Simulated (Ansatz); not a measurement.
# Germanium, diamond under LDA: convergence with the cold (Marzari-Vanderbilt) smearing

How small must the cold (Marzari-Vanderbilt) smearing width be for energy and pressure to settle? The geometry was relaxed under LDA beforehand and stays fixed; 7 values are run, from 0.01 to 1.0 eV. Wanted are the values from which on the energy stays within 10 and 1 meV/atom, and the pressure within 0.5 GPa, of the narrowest run. Within the series other settings stay, but some runs also write fields, which adds to their time. Spin polarisation is left out.

Computed with Ansatz 0.2.0 (DFT LDA, plane waves with PAW, scalar-relativistic, unless a step says otherwise).

1 further run of the same task is left out (set aside as unsound or not needed).

## Step 1: The starting structure

Symmetry: Fd-3m, No. 227, cubic system. The conventional cell has a = 5.630 Å, b = 5.630 Å, c = 5.630 Å, α = 90.00°, β = 90.00°, γ = 90.00°. Ge (site symmetry -43m) is surrounded by 4 Ge at 2.44 Å.

Structure file:

```
Ge
1.0
     0.00000    2.81478    2.81478
     2.81478    0.00000    2.81478
     2.81478    2.81478    0.00000
Ge
2
Direct
  0.50000 0.50000 0.50000
  0.75000 0.75000 0.75000
```

## Step 2: With a width of 0.01 eV

The run at 0.01 eV.

Contents of input.yaml:

```yaml
crystal:
  lattice:
    - [0.0, 2.8147752533, 2.8147752533]
    - [2.8147752533, 0.0, 2.8147752533]
    - [2.8147752533, 2.8147752533, 0.0]
  atoms:
    - { symbol: Ge, position: [0.5, 0.5, 0.5] }
    - { symbol: Ge, position: [0.75, 0.75, 0.75] }
hamiltonian:
  xc: lda
  pseudopotentials:
    kind: paw
    azcp:
      Ge: "pseudopotentials/Ge.paw.azcp"
basis:
  ecutwfc: 420
  fft_grid_basis: typed
kpoints:
  mp_grid: { grid: [10, 10, 10], shift: [0, 0, 0] }
magnetization:
  spin_polarized: false
scf:
  occupations: { method: cold, width: 0.01 }
  lower_state_search: "off"
output:
  stress: true
```

Started as:

```bash
$ ansatz run input.yaml --threads 2 --pin off --max-ram 5120MiB --backend cpu --events-out ev --progress --plain --runs-dir out
```

## Step 3: With a width of 0.03 eV

The run at 0.03 eV.

input.yaml, as its differences from that of step 2:

```diff
@@ -22,3 +22,3 @@
 scf:
-  occupations: { method: cold, width: 0.01 }
+  occupations: { method: cold, width: 0.03 }
   lower_state_search: "off"
```

## Step 4: With a width of 0.1 eV

The run at 0.1 eV.

input.yaml, as its differences from that of step 3:

```diff
@@ -22,3 +22,3 @@
 scf:
-  occupations: { method: cold, width: 0.03 }
+  occupations: { method: cold, width: 0.1 }
   lower_state_search: "off"
```

## Step 5: With a width of 0.2 eV

The run at 0.2 eV.

input.yaml, as its differences from that of step 4:

```diff
@@ -22,3 +22,3 @@
 scf:
-  occupations: { method: cold, width: 0.1 }
+  occupations: { method: cold, width: 0.2 }
   lower_state_search: "off"
@@ -26 +26,5 @@
   stress: true
+  write_density: true
+  write_potential: true
+  elf: true
+  volumetric_format: npy
```

## Step 6: With a width of 0.3 eV

The run at 0.3 eV.

input.yaml, as its differences from that of step 5:

```diff
@@ -22,3 +22,3 @@
 scf:
-  occupations: { method: cold, width: 0.2 }
+  occupations: { method: cold, width: 0.3 }
   lower_state_search: "off"
@@ -26,5 +26 @@
   stress: true
-  write_density: true
-  write_potential: true
-  elf: true
-  volumetric_format: npy
```

## Step 7: With a width of 0.6 eV

The run at 0.6 eV.

input.yaml, as its differences from that of step 6:

```diff
@@ -22,3 +22,3 @@
 scf:
-  occupations: { method: cold, width: 0.3 }
+  occupations: { method: cold, width: 0.6 }
   lower_state_search: "off"
```

## Step 8: With a width of 1.0 eV

The run at 1.0 eV.

input.yaml, as its differences from that of step 7:

```diff
@@ -22,3 +22,3 @@
 scf:
-  occupations: { method: cold, width: 0.6 }
+  occupations: { method: cold, width: 1.0 }
   lower_state_search: "off"
```

(Steps that only read results are left out.)

Q: Predict the outcome of this session.

**Answer**, as computed:

| quantity | value |
| --- | --- |
| E(σ → 0) stays within 10 meV/atom of 0.01 eV | up to 1.0 eV |
| E(σ → 0) stays within 1 meV/atom | up to 0.3 eV |
| pressure stays within 0.5 GPa | up to 1.0 eV |
| pressure at 0.01 eV | -0.29 GPa |

What this shows: The far end, 1.0 eV, lies -2.9 meV/atom and -0.5 GPa from the yardstick. Over the range F shifts by +28.7 meV/atom, while E(σ → 0) shifts by -2.9. This scheme cancels the term in the square of the width, so F moves little up to 0.2 eV. The mesh (10×10×10) is fixed, so the narrowest widths carry a k-point error of their own.
